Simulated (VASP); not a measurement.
# Os (P6_3/mmc) in VASP: notebook

Aim: see how the results for Os move with the level of theory and the settings. Levels: PBE, r2SCAN. Tasks: single point, relaxation of cell and atoms.

All numbers are computed with VASP 6.6.1; they aren't measurements. Logs are shortened: lines on timing, memory, paths and dates and some standing lists are left out, and cuts for length are marked.

### 1 The crystal as given

It takes space group P6_3/mmc (No. 194, hexagonal). Conventional cell: a = 2.734 Å, b = 2.734 Å, c = 4.320 Å, α = 90.00°, β = 90.00°, γ = 120.00°. Around Os (site symmetry -6m2) lie 12 Os at 2.68 to 2.73 Å.

### 2 Single point, PBE

The input, INCAR:

```
SYSTEM = Os
  PREC = Accurate
  ENCUT = 520
  EDIFF = 1E-6
  ISMEAR = 0
  SIGMA = 0.016
  LREAL = .FALSE.
  LASPH = .TRUE.
  NELM = 80
  ALGO = Normal
  ISIF = 2
  LWAVE = .FALSE.
  LCHARG = .FALSE.
  GGA = PE
  NBANDS = 15
```

The input, KPOINTS:

```
Automatic mesh
0
G
  11 11 6
  0 0 0
```

The input, POSCAR:

```
Os
1.0
    2.7341000000      0.0000000000      0.0000000000
   -1.3670500000      2.3678000565      0.0000000000
    0.0000000000      0.0000000000      4.3197000000
Os
2
Direct
    0.6666666667      0.3333333333      0.7500000000
    0.3333333333      0.6666666667      0.2500000000
```

Potentials or basis: VASP PAW PBE potentials, release 64 (Os).

The run is started by

```bash
$ cat potpaw_PBE.64/Os/POTCAR > POTCAR
$ mpirun -np 1 vasp_std > vasp.out
```

OUTCAR:

```text
SYSTEM = Os
   PREC = Accurate
   ENCUT = 520
   EDIFF = 1E-6
   ISMEAR = 0
   LREAL = .FALSE.
   LASPH = .TRUE.
   NELM = 80
   ISIF = 2
   GGA = PE

 ion  position               nearest neighbor table
   1  0.667  0.333  0.750-   2 2.68   2 2.68   2 2.68   2 2.68   2 2.68   2 2.68
   2  0.333  0.667  0.250-   1 2.68   1 2.68   1 2.68   1 2.68   1 2.68   1 2.68

  LATTYP: Found a hexagonal cell.
 ALAT       =     2.7341000000
 C/A-ratio  =     1.5799348963

  Lattice vectors:

 A1 = (   2.7341000000,   0.0000000000,   0.0000000000)
 A2 = (  -1.3670500000,   2.3678000565,   0.0000000000)
 A3 = (   0.0000000000,   0.0000000000,   4.3197000000)

Analysis of symmetry for initial positions (statically):
=====================================================================
 Subroutine PRICEL returns:
 Original cell was already a primitive cell.

 Routine SETGRP: Setting up the symmetry group for a
 hexagonal supercell.

 Subroutine GETGRP returns: Found 24 space group operations
 (whereof 12 operations were pure point group operations)
 out of a pool of 24 trial point group operations.

The static configuration has the point symmetry D_3d.
 The point group associated with its full space group is D_6h.

Analysis of symmetry for dynamics (positions and initial velocities):
=====================================================================
 Subroutine PRICEL returns:
 Original cell was already a primitive cell.

 Routine SETGRP: Setting up the symmetry group for a
 hexagonal supercell.

 Subroutine GETGRP returns: Found 24 space group operations
 (whereof 12 operations were pure point group operations)
 out of a pool of 24 trial point group operations.

The dynamic configuration has the point symmetry D_3d.
 The point group associated with its full space group is D_6h.

 Subroutine INISYM returns: Found 24 space group operations
 (whereof 12 operations are pure point group operations),
 and found     1 'primitive' translations

----------------------------------------------------------------------------------------

                                     Primitive cell

  volume of cell :      27.9649

  direct lattice vectors                    reciprocal lattice vectors
     2.734100000  0.000000000  0.000000000     0.365751070  0.211166479  0.000000000
    -1.367050000  2.367800057  0.000000000     0.000000000  0.422332957  0.000000000
     0.000000000  0.000000000  4.319700000     0.000000000  0.000000000  0.231497558

  length of vectors
     2.734100000  2.734100000  4.319700000     0.422332957  0.422332957  0.231497558

  position of ions in fractional coordinates (direct lattice)
     0.666666667  0.333333333  0.750000000
     0.333333333  0.666666667  0.250000000

  ion indices of the primitive-cell ions
   primitive index   ion index
                 1           1
                 2           2

----------------------------------------------------------------------------------------

 KPOINTS: Automatic mesh

Automatic generation of k-mesh.
 Grid dimensions read from file:
 generate k-points for:   11   11    6

 Generating k-lattice:

  Cartesian coordinates                     Fractional coordinates (reciprocal lattice)
     0.033250097  0.019196953  0.000000000     0.090909091 -0.000000000  0.000000000
     0.000000000  0.038393905  0.000000000     0.000000000  0.090909091  0.000000000
     0.000000000  0.000000000  0.038582926     0.000000000  0.000000000  0.166666667

  Length of vectors
     0.038393905  0.038393905  0.038582926

  Shift w.r.t. Gamma in fractional coordinates (k-lattice)
     0.000000000  0.000000000  0.000000000

 Subroutine IBZKPT returns following result:
 ===========================================

 Found     64 irreducible k-points:

 Following reciprocal coordinates:
            Coordinates               Weight
  0.000000  0.000000  0.000000      1.000000
  0.090909  0.000000  0.000000      6.000000
  0.181818  0.000000  0.000000      6.000000
  0.272727 -0.000000  0.000000      6.000000
  0.363636 -0.000000  0.000000      6.000000
  0.454545  0.000000  0.000000      6.000000
[... 16 lines left out ...]
  0.090909  0.090909  0.166667     12.000000
  0.181818  0.090909  0.166667     24.000000
 [... further k-points ...]
   k-points           NKPTS =     64   k-points in BZ     NKDIM =     64   number of bands    NBANDS=     15
   number of dos      NEDOS =    301   number of ions     NIONS =      2
   total plane-waves  NPLWV =  12800
   dimension x,y,z NGX =    20 NGY =   20 NGZ =   32
   dimension x,y,z NGXF=    40 NGYF=   40 NGZF=   64
   ions per type =               2
   NGX,Y,Z   is equivalent  to a cutoff of  12.16, 12.16, 12.32 a.u.
   NGXF,Y,Z  is equivalent  to a cutoff of  24.32, 24.32, 24.63 a.u.
 SYSTEM =  Os
   PREC   = accura    normal or accurate (medium, high low for compatibility)
   ISTART =      0    job   : 0-new  1-cont  2-samecut
   ICHARG =      2    charge: 1-file 2-atom 10-const
   ISPIN  =      1    spin polarized calculation?
   LNONCOLLINEAR =      F non collinear calculations
   LSORBIT =      F    spin-orbit coupling
   LASPH  =      T    aspherical Exc in radial PAW
   ENCUT  =  520.0 eV  38.22 Ry    6.18 a.u.   5.08  5.08  8.03*2*pi/ulx,y,z
   NELM   =     80;   NELMIN=  2; NELMDL= -5     # of ELM steps
   EDIFF  = 0.1E-05   stopping-criterion for ELM
   LREAL  =      F    real-space projection
   EDIFFG = 0.1E-04   stopping-criterion for IOM
   NSW    =      0    number of steps for IOM
   IBRION =     -1    ionic relax: 0-MD 1-quasi-New 2-CG
   NFREE  =      0    steps in history (QN), initial steepest desc. (CG)
   ISIF   =      2    stress and relaxation
   ISYM   =      2    0-nonsym 1-usesym 2-fastsym
   POTIM  = 0.5000    time-step for ionic-motion
   TEBEG  =    0.0;   TEEND  =   0.0 temperature during run
   PSTRESS=    0.0 pullay stress
   NELECT =      16.0000    total number of electrons
   NUPDOWN=      -1.0000    fix difference up-down
   EMIN   =  10.00;   EMAX   =-10.00  energy-range for DOS
   EFERMI =   0.00;   METHOD = LEGACY
   ISMEAR =     0;   SIGMA  =   0.02  broadening in eV -4-tet -1-fermi 0-gaus
   EFERMI_NEDOS =   21; number of points for ismear=-14 and -15
   IALGO  =     38    algorithm
   IMIX   =      4    mixing-type and parameters
     AMIX     =   0.40;   BMIX     =  1.00
     AMIX_MAG =   1.60;   BMIX_MAG =  1.00
  volume/ion in A,a.u.               =      13.98        94.36
  Fermi-wavevector in a.u.,A,eV,Ry     =   1.359076  2.568282 25.131161  1.847088
  Thomas-Fermi vector in A             =   2.485855
   LORBIT       =      0    0 simple, 1 ext, 2 COOP (PROOUT), +10 PAW based schemes
   GGA     = PE    functional components
   LHFCALC =     F    Hartree Fock is set to
   AEXX    =    0.0000 exact exchange contribution
   IVDW    =     0    specifies the selected vdW correction
   LEPSILON=     F    determine dielectric tensor
   LRPA    =     F    only Hartree local field effects (RPA)
 non-spin polarized calculation
 Gauss-broadening in eV      SIGMA  =   0.02
  energy-cutoff  :      520.00
  volume of cell :       27.96
 maximum number of plane-waves:       768
   NGX = 11   NGY = 11   NGZ = 17

 number of electron      15.9999998 magnetization

 Free energy of the ion-electron system (eV)
  ---------------------------------------------------
  ext. energy  EPLUGINS =         0.00000000
  ---------------------------------------------------
  free energy    TOTEN  =       -22.46792276 eV

  energy without entropy =      -22.46763771  energy(sigma->0) =      -22.46778024

 E-fermi :   9.4104     XC(G=0): -14.0601

 val. band max:        9.4069893637   @ k =   0.0909   0.0000   0.3333
 cond. band min:       9.4908400152   @ k =   0.3636   0.0909   0.3333
 fundamental gap:      0.0838506515
 Fermi energy:         9.4104054720

 k-point     1 :       0.0000    0.0000    0.0000
  band No.  band energies     occupation
      1      -1.4737      2.00000
      2       1.6789      2.00000
      3       6.4220      2.00000
      4       6.4220      2.00000
      5       6.6709      2.00000
      6       7.2648      2.00000
      7       7.2648      2.00000
      8       7.9108      2.00000
      9       7.9108      2.00000
     10       9.4970      0.00000
     11      11.1642      0.00000
     12      11.1642      0.00000
     13      18.5534      0.00000
     14      23.5114      0.00000
     15      26.2261      0.00000

 k-point     2 :       0.0909    0.0000    0.0000
  band No.  band energies     occupation
      1      -1.1414      2.00000
      2       1.9710      2.00000
      3       5.8674      2.00000
      4       6.7163      2.00000
      5       7.0320      2.00000
      6       7.1880      2.00000
      7       7.4346      2.00000
      8       7.5394      2.00000
      9       7.6807      2.00000
     10       8.4353      2.00000
     11      11.3222      0.00000
     12      12.7926      0.00000
     13      18.5221      0.00000
     14      24.1864      0.00000
     15      26.6476      0.00000

 k-point     3 :       0.1818    0.0000    0.0000
  band No.  band energies     occupation
      1      -0.2230      2.00000
      2       2.6546      2.00000
      3       5.2213      2.00000
      4       5.9627      2.00000
      5       6.6148      2.00000
      6       7.1621      2.00000
      7       7.5676      2.00000
      8       7.8366      2.00000
      9       7.9277      2.00000
     10       8.3267      2.00000
     11      11.6432      0.00000
     12      15.1812      0.00000
     13      18.3394      0.00000
     14      25.2474      0.00000
     15      26.8626      0.00000
[... 343 lines left out ...]
 k-point    23 :       0.0909    0.0909    0.1667
  band No.  band energies     occupation
      1      -0.2032      2.00000
      2       2.5682      2.00000
      3       5.3656      2.00000
      4       5.7467      2.00000
      5       6.5254      2.00000
      6       6.8817      2.00000
      7       7.3492      2.00000
      8       7.7011      2.00000
      9       8.4092      2.00000
     10       8.4775      2.00000
     11      11.4435      0.00000
     12      13.4914      0.00000
     13      20.0341      0.00000
     14      24.7555      0.00000
     15      26.8638      0.00000

 k-point    24 :       0.1818    0.0909    0.1667
  band No.  band energies     occupation
      1       0.8326      2.00000
      2       3.2865      2.00000
      3       4.6949      2.00000
      4       4.9186      2.00000
      5       6.1722      2.00000
      6       6.7904      2.00000
      7       7.3674      2.00000
      8       8.3204      2.00000
      9       8.9318      2.00000
     10       9.3105      2.00000
     11      11.6035      0.00000
     12      15.0213      0.00000
     13      20.0220      0.00000
     14      24.6021      0.00000
     15      25.6917      0.00000

 [... further k-points ...]

------------------------ aborting loop because EDIFF is reached ----------------------------------------

  FORCE on cell =-STRESS in cart. coord.  units (eV):
  Direction    XX          YY          ZZ          XY          YZ          ZX
  --------------------------------------------------------------------------------------
  -------------------------------------------------------------------------------------
  Total        1.5185266      1.5185266      1.5684288      0.0000000      0.0000000      0.0000000
  in kB       87.0001462     87.0001462     89.8591639      0.0000000      0.0000000      0.0000000
  external PRESSURE =      87.9531521 kB  Pullay stress =       0.0000000 kB

 VOLUME and BASIS-vectors are now :
 -----------------------------------------------------------------------------
  energy-cutoff  :      520.00
  volume of cell :       27.96
      direct lattice vectors                 reciprocal lattice vectors
     2.734100000  0.000000000  0.000000000     0.365751070  0.211166479  0.000000000
    -1.367050000  2.367800057  0.000000000     0.000000000  0.422332957  0.000000000
     0.000000000  0.000000000  4.319700000     0.000000000  0.000000000  0.231497558

 POSITION                                       TOTAL-FORCE (eV/Angst)
 -----------------------------------------------------------------------------------
      1.36705      0.78927      3.23977        -0.000000      0.000000      0.000000
     -0.00000      1.57853      1.07993         0.000000     -0.000000      0.000000
 -----------------------------------------------------------------------------------
    total drift:                               -0.000000      0.000000     -0.000000

  FREE ENERGIE OF THE ION-ELECTRON SYSTEM (eV)
  ---------------------------------------------------
  free  energy   TOTEN  =       -22.4679227647 eV

  energy  without entropy=      -22.4676377115  energy(sigma->0) =      -22.46778024
```

Wall time 18 s (1 thread of Intel Xeon Platinum 8488C (Sapphire Rapids), shared host); peak memory 0.15 GiB.

Results:

```
Free energy            : -22.4679 eV
Pressure               : 8.8 GPa
Band gap on the k mesh : none (metal or under the smearing width)
```

Levels at points of the mesh, in eV from the Fermi level:
```tsv
k point	band 5	band 6	band 7	band 8	band 9	band 10	band 11	band 12
(0.00, 0.00, 0.00)	-2.74	-2.15	-2.15	-1.50	-1.50	0.09	1.75	1.75
(0.00, 0.00, 0.50)	-3.18	-3.18	-3.18	-3.18	0.96	0.96	0.96	0.96
```

Spin-orbit coupling is left out, which matters for the levels of Os.

### 3 Single point, PBE

The input, INCAR:

```
SYSTEM = Os
PREC     = Accurate       ! precision mode
ENCUT    = 520            ! plane-wave cutoff, eV
EDIFF    = 1E-6           ! SCF threshold, eV
ISMEAR   = 0              ! smearing method
SIGMA    = 0.013000000000000001 ! smearing width, eV
LREAL    = .False.        ! projectors in reciprocal space
LASPH    = .True.         ! aspherical terms in the spheres
NELM     = 100            ! most SCF steps
ALGO     = Normal         ! electronic algorithm
ISIF     = 2              ! what is computed and relaxed
LWAVE    = .False.        ! write WAVECAR
LCHARG   = .True.         ! write CHGCAR
GGA      = PE             ! functional
LELF     = .True.         ! ELF
LVHAR    = .True.
```

The input, KPOINTS:

```
Automatic mesh
0
Gamma
  11 11 6
  0 0 0
```

POSCAR is that of step 2.

Potentials or basis: VASP PAW PBE potentials, release 64 (Os).

The run is started by

```bash
$ cat potpaw_PBE.64/Os/POTCAR > POTCAR
$ mpirun -np 1 vasp_std > vasp.out
```

OUTCAR:

```text
SYSTEM = Os
   PREC = Accurate
   ENCUT = 520
   EDIFF = 1E-6
   ISMEAR = 0
   LREAL = .False.
   LASPH = .True.
   NELM = 100
   ISIF = 2
   GGA = PE

 ion  position               nearest neighbor table
   1  0.667  0.333  0.750-   2 2.68   2 2.68   2 2.68   2 2.68   2 2.68   2 2.68
   2  0.333  0.667  0.250-   1 2.68   1 2.68   1 2.68   1 2.68   1 2.68   1 2.68

  LATTYP: Found a hexagonal cell.
 ALAT       =     2.7341000000
 C/A-ratio  =     1.5799348963

  Lattice vectors:

 A1 = (   2.7341000000,   0.0000000000,   0.0000000000)
 A2 = (  -1.3670500000,   2.3678000565,   0.0000000000)
 A3 = (   0.0000000000,   0.0000000000,   4.3197000000)

Analysis of symmetry for initial positions (statically):
=====================================================================
 Subroutine PRICEL returns:
 Original cell was already a primitive cell.

 Routine SETGRP: Setting up the symmetry group for a
 hexagonal supercell.

 Subroutine GETGRP returns: Found 24 space group operations
 (whereof 12 operations were pure point group operations)
 out of a pool of 24 trial point group operations.

The static configuration has the point symmetry D_3d.
[... 203 lines left out ...]
      5       6.6709      2.00000
      6       7.2648      2.00000
      7       7.2648      2.00000
      8       7.9108      2.00000
      9       7.9108      2.00000
     10       9.4970      0.00000
     11      11.1642      0.00000
     12      11.1642      0.00000
[... 571 lines left out ...]
 k-point    40 :       0.1818    0.0909    0.3333
  band No.  band energies     occupation
      1       1.4920      2.00000
      2       3.3740      2.00000
      3       4.1442      2.00000
      4       5.1051      2.00000
      5       5.7245      2.00000
      6       6.7409      2.00000
      7       7.1371      2.00000
      8       8.1018      2.00000
      9       9.5746      0.00000
     10       9.9201      0.00000
     11      11.1255      0.00000
     12      13.0128      0.00000

 [... further k-points ...]

------------------------ aborting loop because EDIFF is reached ----------------------------------------

  FORCE on cell =-STRESS in cart. coord.  units (eV):
  Direction    XX          YY          ZZ          XY          YZ          ZX
  --------------------------------------------------------------------------------------
  -------------------------------------------------------------------------------------
  Total        1.5183430      1.5183430      1.5679601     -0.0000000      0.0000000      0.0000000
  in kB       86.9896241     86.9896241     89.8323141     -0.0000000      0.0000000      0.0000000
  external PRESSURE =      87.9371874 kB  Pullay stress =       0.0000000 kB

 VOLUME and BASIS-vectors are now :
 -----------------------------------------------------------------------------
  energy-cutoff  :      520.00
  volume of cell :       27.96
      direct lattice vectors                 reciprocal lattice vectors
     2.734100000  0.000000000  0.000000000     0.365751070  0.211166479  0.000000000
    -1.367050000  2.367800057  0.000000000     0.000000000  0.422332957  0.000000000
     0.000000000  0.000000000  4.319700000     0.000000000  0.000000000  0.231497558

 POSITION                                       TOTAL-FORCE (eV/Angst)
 -----------------------------------------------------------------------------------
      1.36705      0.78927      3.23977        -0.000000      0.000000      0.000000
     -0.00000      1.57853      1.07993         0.000000      0.000000      0.000000
 -----------------------------------------------------------------------------------
    total drift:                               -0.000000      0.000000     -0.000000

  FREE ENERGIE OF THE ION-ELECTRON SYSTEM (eV)
  ---------------------------------------------------
  free  energy   TOTEN  =       -22.4678694997 eV

  energy  without entropy=      -22.4676388358  energy(sigma->0) =      -22.46775417
```

OSZICAR:

```text
N       E                     dE             d eps       ncg     rms          rms(c)
DAV:   1     0.103184536561E+03    0.10318E+03   -0.76046E+03  1536   0.127E+03
DAV:   2    -0.166995445941E+02   -0.11988E+03   -0.10807E+03  1608   0.398E+02
DAV:   3    -0.236669634661E+02   -0.69674E+01   -0.63146E+01  1924   0.773E+01
DAV:   4    -0.238635961705E+02   -0.19663E+00   -0.19232E+00  1600   0.132E+01
DAV:   5    -0.238659371981E+02   -0.23410E-02   -0.23382E-02  1804   0.119E+00    0.234E+01
DAV:   6    -0.227929653453E+02    0.10730E+01   -0.11373E+00  1644   0.990E+00    0.108E+01
DAV:   7    -0.224757855934E+02    0.31718E+00   -0.79739E-01  1732   0.816E+00    0.513E-01
DAV:   8    -0.224687141817E+02    0.70714E-02   -0.81655E-03  1576   0.753E-01    0.178E-01
DAV:   9    -0.224678661795E+02    0.84800E-03   -0.85180E-04  1724   0.365E-01    0.485E-02
DAV:  10    -0.224679009405E+02   -0.34761E-04   -0.27373E-05  1680   0.461E-02    0.139E-02
DAV:  11    -0.224678703571E+02    0.30583E-04   -0.76894E-06  1584   0.332E-02    0.114E-03
DAV:  12    -0.224678694997E+02    0.85735E-06   -0.11745E-07   820   0.447E-03
   1 F= -.22467869E+02 E0= -.22467754E+02  d E =-.230664E-03
```

It took 9.2 s on 1 thread of Intel Xeon 6975P-C (Granite Rapids), shared host; peak memory 0.13 GiB.

What came out:

```
Free energy            : -22.4679 eV
Pressure               : 8.8 GPa
Band gap on the k mesh : none (metal or under the smearing width)
```

Levels at points of the mesh, in eV from the Fermi level:
```tsv
k point	band 6	band 7	band 8	band 9	band 10	band 11
(0.00, 0.00, 0.00)	-2.14	-2.14	-1.50	-1.50	0.09	1.75
(0.00, 0.00, 0.50)	-3.18	-3.18	-3.18	0.96	0.96	0.96
```

Spin-orbit coupling is left out, which matters for the levels of Os.

[end of part 1 of 2]
